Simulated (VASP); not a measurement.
# ZrB (Fm-3m) in VASP: notebook

One crystal, ZrB, is run at these levels: r2SCAN, BLYP; tasks: single point.

All numbers are computed with VASP 6.6.1; they aren't measurements. Logs are shortened: lines on timing, memory, paths and dates and some standing lists are left out, and cuts for length are marked.

## Step 1: The crystal as given

Symmetry: Fm-3m, No. 225, cubic system. The conventional cell has a = 4.711 Å, b = 4.711 Å, c = 4.711 Å, α = 90.00°, β = 90.00°, γ = 90.00°. Zr (site symmetry m-3m) is surrounded by 6 B at 2.36 Å. B (site symmetry m-3m) has 6 Zr at 2.36 Å as nearest neighbours.

## Step 2: Single point, r2SCAN, collinear spin, typed start

POSCAR

```
ZrB
1.0
    0.0000000000      2.3555956139      2.3555956139
    2.3555956139      0.0000000000      2.3555956139
    2.3555956139      2.3555956139      0.0000000000
Zr B
1 1
Direct
    0.0000000000      0.0000000000      0.0000000000
    0.5000000000      0.5000000000      0.5000000000
```

INCAR.step1

```
  PREC = Accurate
  ENCUT = 520
  ISMEAR = 0
  SIGMA = 0.025
  LREAL = False
  LASPH = True
  NELM = 150
  ISPIN = 2
  MAGMOM = 0.5 0
  LMAXMIX = 4
  NBANDS = 18
  GGA = PE
  ALGO = Normal
  EDIFF = 1E-4
  LWAVE = True
  LCHARG = False
```

INCAR.step2

```
  PREC = Accurate
  ENCUT = 520
  EDIFF = 1E-7
  ISMEAR = 0
  SIGMA = 0.025
  LREAL = False
  LASPH = True
  NELM = 150
  ALGO = Normal
  ISIF = 2
  LWAVE = False
  LCHARG = True
  ISPIN = 2
  MAGMOM = 0.5 0
  LORBIT = 11
  LMAXMIX = 4
  METAGGA = R2SCAN
  LMIXTAU = True
  LELF = True
  LVHAR = True
  NBANDS = 18
  ISTART = 1
```

KPOINTS

```
regular mesh
0
Gamma
  10 10 10
```

Potentials or basis: VASP PAW PBE potentials, release 64 (Zr_sv, B).

The run is started by

```
$ cat potpaw_PBE.64/Zr_sv/POTCAR potpaw_PBE.64/B/POTCAR > POTCAR
$ cp INCAR.step1 INCAR
$ mpirun -np 1 vasp_std > vasp.out
$ cp INCAR.step2 INCAR
$ mpirun -np 1 vasp_std > vasp.out
```

OUTCAR:

```text
PREC = Accurate
   ENCUT = 520
   EDIFF = 1E-7
   ISMEAR = 0
   LREAL = False
   LASPH = True
   NELM = 150
   ISIF = 2
   ISPIN = 2
   LORBIT = 11
   METAGGA = R2SCAN
   ISTART = 1

 ion  position               nearest neighbor table
   1  0.000  0.000  0.000-   2 2.36   2 2.36   2 2.36   2 2.36   2 2.36   2 2.36
   2  0.500  0.500  0.500-   1 2.36   1 2.36   1 2.36   1 2.36   1 2.36   1 2.36

  LATTYP: Found a face centered cubic cell.
 ALAT       =     4.7111912278

  Lattice vectors:

 A1 = (   0.0000000000,   2.3555956139,   2.3555956139)
 A2 = (   2.3555956139,   0.0000000000,   2.3555956139)
 A3 = (   2.3555956139,   2.3555956139,   0.0000000000)

Analysis of symmetry for initial positions (statically):
=====================================================================
 Subroutine PRICEL returns:
 Original cell was already a primitive cell.

 Routine SETGRP: Setting up the symmetry group for a
 face centered cubic supercell.

 Subroutine GETGRP returns: Found 48 space group operations
 (whereof 48 operations were pure point group operations)
 out of a pool of 48 trial point group operations.

The static configuration has the point symmetry O_h .

Analysis of symmetry for dynamics (positions and initial velocities):
=====================================================================
 Subroutine PRICEL returns:
 Original cell was already a primitive cell.

 Routine SETGRP: Setting up the symmetry group for a
 face centered cubic supercell.

 Subroutine GETGRP returns: Found 48 space group operations
 (whereof 48 operations were pure point group operations)
 out of a pool of 48 trial point group operations.

The dynamic configuration has the point symmetry O_h .

Analysis of structural, dynamic, and magnetic symmetry:
=====================================================================
 Subroutine PRICEL returns:
 Original cell was already a primitive cell.

 Routine SETGRP: Setting up the symmetry group for a
 face centered cubic supercell.

 Subroutine GETGRP returns: Found 48 space group operations
 (whereof 48 operations were pure point group operations)
 out of a pool of 48 trial point group operations.

The overall configuration has the point symmetry O_h .

 Subroutine INISYM returns: Found 48 space group operations
 (whereof 48 operations are pure point group operations),
[... 110 lines left out ...]
   EFERMI =   0.00;   METHOD = LEGACY
   ISMEAR =     0;   SIGMA  =   0.03  broadening in eV -4-tet -1-fermi 0-gaus
   EFERMI_NEDOS =   21; number of points for ismear=-14 and -15
   IALGO  =     38    algorithm
   IMIX   =      4    mixing-type and parameters
     AMIX     =   0.40;   BMIX     =  1.00
     AMIX_MAG =   1.60;   BMIX_MAG =  1.00
  volume/ion in A,a.u.               =      13.07        88.21
  Fermi-wavevector in a.u.,A,eV,Ry     =   1.360383  2.570751 25.179510  1.850642
  Thomas-Fermi vector in A             =   2.487050
   LORBIT       =     11    0 simple, 1 ext, 2 COOP (PROOUT), +10 PAW based schemes
   METAGGA = R2SCAN    functional components
   LHFCALC =     F    Hartree Fock is set to
   AEXX    =    0.0000 exact exchange contribution
   IVDW    =     0    specifies the selected vdW correction
   LEPSILON=     F    determine dielectric tensor
   LRPA    =     F    only Hartree local field effects (RPA)
 spin polarized calculation
 Gauss-broadening in eV      SIGMA  =   0.03
  energy-cutoff  :      520.00
  volume of cell :       26.14
 maximum number of plane-waves:       725
 NGX is ok and might be reduce to    28
   NGX = 13   NGY = 13   NGZ = 13

 number of electron      15.0000000 magnetization       0.0000013

 number of electron      15.0000000 magnetization      -0.0000000

 Free energy of the ion-electron system (eV)
  ---------------------------------------------------
  ext. energy  EPLUGINS =         0.00000000
  ---------------------------------------------------
  free energy    TOTEN  =       -30.72050041 eV

  energy without entropy =      -30.71997332  energy(sigma->0) =      -30.72023687

 E-fermi :   8.6101     XC(G=0): -12.9301

 val. band max:        8.5808031077   @ k =   0.5000   0.3000   0.1000
 cond. band min:       8.6136338303   @ k =  -0.2000   0.1000   0.0000
 fundamental gap:      0.0328307227
 Fermi energy:         8.6100852910

 spin component 1

 k-point     1 :       0.0000    0.0000    0.0000
  band No.  band energies     occupation
      1     -39.9672      1.00000
      2     -17.0288      1.00000
      3     -17.0288      1.00000
      4     -17.0288      1.00000
      5      -0.2464      1.00000
      6      10.7543      0.00000
[... 493 lines left out ...]
     17      26.6813      0.00000
     18      28.8208      0.00000

 [... further k-points ...]

 spin component 2

 k-point     1 :       0.0000    0.0000    0.0000
  band No.  band energies     occupation
      1     -39.9672      1.00000
      2     -17.0288      1.00000
      3     -17.0288      1.00000
      4     -17.0288      1.00000
      5      -0.2464      1.00000
      6      10.7543      0.00000
[... 493 lines left out ...]
     17      26.6813      0.00000
     18      28.8208      0.00000

 [... further k-points ...]
[... 5 lines left out ...]
  --------------------------------------------------------------------------------------
  -------------------------------------------------------------------------------------
  Total        4.2306422      4.2306422      4.2306422      0.0000000      0.0000000     -0.0000000
  in kB      259.2893486    259.2893486    259.2893486      0.0000000      0.0000000     -0.0000000
  external PRESSURE =     259.2893486 kB  Pullay stress =       0.0000000 kB

 VOLUME and BASIS-vectors are now :
 -----------------------------------------------------------------------------
  energy-cutoff  :      520.00
  volume of cell :       26.14
      direct lattice vectors                 reciprocal lattice vectors
     0.000000000  2.355595614  2.355595614    -0.212260541  0.212260541  0.212260541
     2.355595614  0.000000000  2.355595614     0.212260541 -0.212260541  0.212260541
     2.355595614  2.355595614  0.000000000     0.212260541  0.212260541 -0.212260541

 POSITION                                       TOTAL-FORCE (eV/Angst)
 -----------------------------------------------------------------------------------
      0.00000      0.00000      0.00000        -0.000000      0.000000     -0.000000
      2.35560      2.35560      2.35560         0.000000     -0.000000      0.000000
 -----------------------------------------------------------------------------------
    total drift:                               -0.000000      0.000000      0.000000

  FREE ENERGIE OF THE ION-ELECTRON SYSTEM (eV)
  ---------------------------------------------------
  free  energy   TOTEN  =       -30.7205004129 eV

  energy  without entropy=      -30.7199733249  energy(sigma->0) =      -30.72023687

 total charge

# of ion       s       p       d       tot
------------------------------------------
    1        2.197   6.043   1.754   9.994
    2        0.815   1.094   0.000   1.909
--------------------------------------------------
tot          3.012   7.137   1.754  11.903

 magnetization (x)

# of ion       s       p       d       tot
------------------------------------------
    1        0.000  -0.000   0.000   0.000
    2        0.000   0.000   0.000   0.000
--------------------------------------------------
tot          0.000   0.000   0.000   0.000
```

OSZICAR.step1:

```text
N       E                     dE             d eps       ncg     rms          rms(c)
DAV:   1     0.979445412965E+02    0.97945E+02   -0.75255E+03  3384   0.803E+02
DAV:   2    -0.139267479767E+02   -0.11187E+03   -0.10562E+03  4126   0.242E+02
DAV:   3    -0.174597164645E+02   -0.35330E+01   -0.34912E+01  4662   0.365E+01
DAV:   4    -0.175162449929E+02   -0.56529E-01   -0.56477E-01  4202   0.411E+00
DAV:   5    -0.175172639565E+02   -0.10190E-02   -0.10189E-02  4374   0.403E-01    0.223E+01
DAV:   6    -0.157727156524E+02    0.17445E+01   -0.12981E+00  3640   0.111E+01    0.790E+00
DAV:   7    -0.157621287836E+02    0.10587E-01   -0.16701E-01  4264   0.276E+00    0.377E+00
DAV:   8    -0.157643095026E+02   -0.21807E-02   -0.29066E-02  4378   0.116E+00    0.195E+00
DAV:   9    -0.157663616219E+02   -0.20521E-02   -0.17886E-03  4086   0.346E-01    0.359E-01
DAV:  10    -0.157664743761E+02   -0.11275E-03   -0.30918E-04  3896   0.145E-01    0.147E-01
DAV:  11    -0.157664924794E+02   -0.18103E-04   -0.22752E-04  3478   0.125E-01
   1 F= -.15766492E+02 E0= -.15766044E+02  d E =-.897927E-03  mag=     0.0065
```

It took 97 s on 1 thread of Intel Xeon 6975P-C (Granite Rapids), shared host; peak memory 0.2 GiB.

What came out:

```yaml
Free_energy: -30.7205 eV
Pressure: 25.9 GPa
Band_gap_on_the_k_mesh: none (metal or under the smearing width)
Net_moment: 0.00 μB per cell
Valence_electrons_inside_the_program's_atomic_spheres: Zr 9.99; B 1.91
```

Levels at points of the mesh, in eV from the Fermi level:
Spin up:
| k point | band 5 | band 6 | band 7 | band 8 | band 9 | band 10 | band 11 | band 12 |
| --- | --- | --- | --- | --- | --- | --- | --- | --- |
| (0.00, 0.00, 0.00) | -8.86 | 2.14 | 2.14 | 2.14 | 3.73 | 3.73 | 3.90 | 3.90 |
| (0.50, 0.00, 0.00) | -4.28 | -4.22 | -1.42 | -1.42 | 5.92 | 5.92 | 7.54 | 8.41 |
| (0.50, 0.50, 0.00) | -6.92 | -0.97 | -0.58 | 2.51 | 2.51 | 5.45 | 7.06 | 7.06 |
Spin down:
```tsv
k point	band 6	band 7	band 8	band 9	band 10	band 11
(0.00, 0.00, 0.00)	2.14	2.14	2.14	3.73	3.73	3.90
(0.50, 0.00, 0.00)	-4.22	-1.42	-1.42	5.92	5.92	7.54
(0.50, 0.50, 0.00)	-0.97	-0.58	2.51	2.51	5.45	7.06
```

Caveat: so large a pressure means that the cell lies far from this level's equilibrium, or that cutoff or potentials fall short; the potentials were made for another functional, which shifts forces and pressure.

## Step 3: Single point, r2SCAN, collinear spin, typed start

This run uses another cell than the first one, of 12.07 Å³/atom, 0.923 times its volume.

POSCAR

```
ZrB
1.0
    0.0000000000      2.2935772291      2.2935772291
    2.2935772291      0.0000000000      2.2935772291
    2.2935772291      2.2935772291      0.0000000000
Zr B
1 1
Direct
    0.0000000000      0.0000000000      0.0000000000
    0.5000000000      0.5000000000      0.5000000000
```

INCAR.step1

```
ALGO = Normal
EDIFF = 1E-4
ENCUT = 520
GGA = PE
ISMEAR = 0
ISPIN = 2
LASPH = T
LCHARG = F
LMAXMIX = 4
LREAL = F
LWAVE = T
MAGMOM = 0.5 0
NBANDS = 18
NELM = 150
PREC = Accurate
SIGMA = 0.025
```

INCAR.step2

```
ALGO = Normal
EDIFF = 1E-6
ENCUT = 520
ISIF = 2
ISMEAR = 0
ISPIN = 2
ISTART = 1
LASPH = T
LCHARG = T
LELF = T
LMAXMIX = 4
LMIXTAU = T
LORBIT = 11
LREAL = F
LVHAR = T
LWAVE = F
MAGMOM = 0.5 0
METAGGA = R2SCAN
NBANDS = 18
NELM = 150
PREC = Accurate
SIGMA = 0.025
```

KPOINTS

```
k-points
0
Gamma
  10 10 10
```

Potentials or basis: VASP PAW PBE potentials, release 64 (Zr_sv, B).

The run is started by

```
$ cat potpaw_PBE.64/Zr_sv/POTCAR potpaw_PBE.64/B/POTCAR > POTCAR
$ cp INCAR.step1 INCAR
$ mpirun -np 1 vasp_std > vasp.out
$ cp INCAR.step2 INCAR
$ mpirun -np 1 vasp_std > vasp.out
```

It took 43 s on 1 thread of Intel Xeon 6975P-C (Granite Rapids), shared host; peak memory 0.18 GiB.

The run converged. Its results:

| Quantity | Value |
| --- | --- |
| Free energy | -30.2559 eV |
| Pressure | 49.2 GPa |
| Band gap on the k mesh | none (metal or under the smearing width) |
| Net moment | 0.00 μB per cell |
| Valence electrons inside the program's atomic spheres | Zr 10.16; B 1.98 |

Levels at points of the mesh, in eV from the Fermi level:
Spin up:
```
           k point  band 6  band 7  band 8  band 9  band 10  band 11
(0.00, 0.00, 0.00)    2.22    2.22    2.22    4.04     4.04     4.10
(0.50, 0.00, 0.00)   -3.84   -1.58   -1.58    6.45     6.45     8.25
(0.50, 0.50, 0.00)   -1.19   -0.24    2.80    2.80     5.96     7.73
```
Spin down:
| k point | band 4 | band 5 | band 6 | band 7 | band 8 | band 9 | band 10 | band 11 | band 12 | band 13 |
| --- | --- | --- | --- | --- | --- | --- | --- | --- | --- | --- |
| (0.00, 0.00, 0.00) | -25.21 | -8.97 | 2.22 | 2.22 | 2.22 | 4.04 | 4.04 | 4.11 | 4.11 | 4.11 |
| (0.50, 0.00, 0.00) | -25.32 | -4.50 | -3.84 | -1.58 | -1.58 | 6.45 | 6.45 | 8.25 | 8.80 | 14.73 |
| (0.50, 0.50, 0.00) | -25.61 | -7.14 | -1.19 | -0.24 | 2.81 | 2.81 | 5.96 | 7.73 | 7.73 | 11.88 |

Caveat: a pressure of tens of GPa on the cell as given is suspect, and the run, the potentials or the cell itself is likely at fault; the PAW data sets were made with another functional, which shifts forces and pressure a little.

## Step 4: Single point, BLYP, non-collinear spin, zero start, spin-orbit coupling

This run uses another cell than the first one, of 12.32 Å³/atom, 0.942 times its volume.

INCAR

```
PREC = Accurate
ENCUT = 520
EDIFF = 1E-6
ISMEAR = 1
SIGMA = 0.1
LREAL = F
LASPH = T
NELM = 150
ALGO = Fast
ISIF = 2
LWAVE = F
LCHARG = F
MAGMOM = 0 0 0 0 0 0
LORBIT = 11
LSORBIT = T
GGA_COMPAT = F
LORBMOM = T
LMAXMIX = 4
GGA = B5
ALDAX = 1.0
AGGAX = 1.0
AGGAC = 1.0
ALDAC = 0.0
NBANDS = 27
```

KPOINTS

```
Automatic mesh
0
Gamma
  10 10 10
```

POSCAR

```
ZrB
1.0
    0.0000000000      2.3093955030      2.3093955030
    2.3093955030      0.0000000000      2.3093955030
    2.3093955030      2.3093955030      0.0000000000
Zr B
1 1
Direct
    0.0000000000      0.0000000000      0.0000000000
    0.5000000000      0.5000000000      0.5000000000
```

The run is started by

```
$ cat potpaw_PBE.64/Zr_sv/POTCAR potpaw_PBE.64/B/POTCAR > POTCAR
$ mpirun -np 1 vasp_ncl > vasp.out
```

It took 68 s on 1 thread of AMD EPYC 9R45 (Zen 5), shared host; peak memory 0.18 GiB.

The run converged. Its results:

- Free energy: -13.5208 eV
- Pressure: 48.4 GPa
- Net moment: 0.00 μB per cell
- Valence electrons inside the program's atomic spheres: Zr 10.16; B 1.98

Moments on the atoms (μB; x, y, z):
```
Zr  0.00 0.00 0.00
B   0.00 0.00 0.00
```

Caveat: a pressure of tens of GPa on the cell as given is suspect, and the run, the potentials or the cell itself is likely at fault; the PAW data sets were made with another functional, which shifts forces and pressure a little.

## Step 5: Single point, BLYP, non-collinear spin, zero start, spin-orbit coupling

This run uses another cell than the first one, of 12.07 Å³/atom, 0.923 times its volume.

INCAR

```
PREC = Accurate
ENCUT = 520
EDIFF = 1E-6
ISMEAR = 1
SIGMA = 0.1
LREAL = False
LASPH = True
NELM = 150
ALGO = Normal
ISIF = 2
LWAVE = False
LCHARG = False
MAGMOM = 0 0 0 0 0 0
LORBIT = 11
LSORBIT = True
GGA_COMPAT = False
LORBMOM = True
LMAXMIX = 4
GGA = B5
ALDAX = 1.0
AGGAX = 1.0
AGGAC = 1.0
ALDAC = 0.0
NBANDS = 27
```

KPOINTS

```
regular mesh
0
Gamma
  10 10 10
```

POSCAR

```
ZrB
1.0
    0.0000000000      2.2935772291      2.2935772291
    2.2935772291      0.0000000000      2.2935772291
    2.2935772291      2.2935772291      0.0000000000
Zr B
1 1
Direct
    0.0000000000      0.0000000000      0.0000000000
    0.5000000000      0.5000000000      0.5000000000
```

The run is started by

```
$ cat potpaw_PBE.64/Zr_sv/POTCAR potpaw_PBE.64/B/POTCAR > POTCAR
$ mpirun -np 1 vasp_ncl > vasp.out
```

Wall time 44 s (1 thread of AMD EPYC 9R45 (Zen 5), shared host); peak memory 0.19 GiB.

The run converged. Its results:

```yaml
Free_energy: -13.3582 eV
Pressure: 55.1 GPa
Net_moment: 0.00 μB per cell
Valence_electrons_inside_the_program's_atomic_spheres: Zr 10.21; B 2.00
```

Moments on the atoms (μB; x, y, z):
```
Zr  0.00 0.00 0.00
B   0.00 0.00 0.00
```

Caveat: a pressure of tens of GPa on the cell as given is suspect, and the run, the potentials or the cell itself is likely at fault; the PAW data sets were made with another functional, which shifts forces and pressure a little.

## Step 6: The runs side by side

```csv
level,spin,cell,smearing,gap on the mesh (eV),pressure (GPa),moment (μB)
r2SCAN,"collinear, typed start","Fm-3m, 13.07 Å³/atom",gaussian 0.025 eV,none,25.9,0.00
r2SCAN,"collinear, typed start","Fm-3m, 12.07 Å³/atom",gaussian 0.025 eV,none,49.2,0.00
BLYP,"non-collinear, zero start, SOC","Fm-3m, 12.32 Å³/atom",methfessel-paxton 0.1 eV,-,48.4,0.00
BLYP,"non-collinear, zero start, SOC","Fm-3m, 12.07 Å³/atom",methfessel-paxton 0.1 eV,-,55.1,0.00
```

Alike in all rows: task single point; potentials or basis VASP PAW PBE potentials, release 64 (Zr_sv, B); k mesh 10 × 10 × 10; cutoff (eV) 520.

The pressure there spans 25.9 GPa (r2SCAN) to 55.1 GPa (BLYP); a positive pressure means that this level wants a larger cell, a negative one a smaller.

Caveats: a pressure of tens of GPa on the cell as given is suspect, and the run, the potentials or the cell itself is likely at fault (some runs); the PAW data sets were made with another functional, which shifts forces and pressure a little (some runs); so large a pressure means that the cell lies far from this level's equilibrium, or that cutoff or potentials fall short (some runs); the potentials were made for another functional, which shifts forces and pressure (some runs).

Total energies depend on the potentials used, so only differences within one code and one set of settings carry meaning.
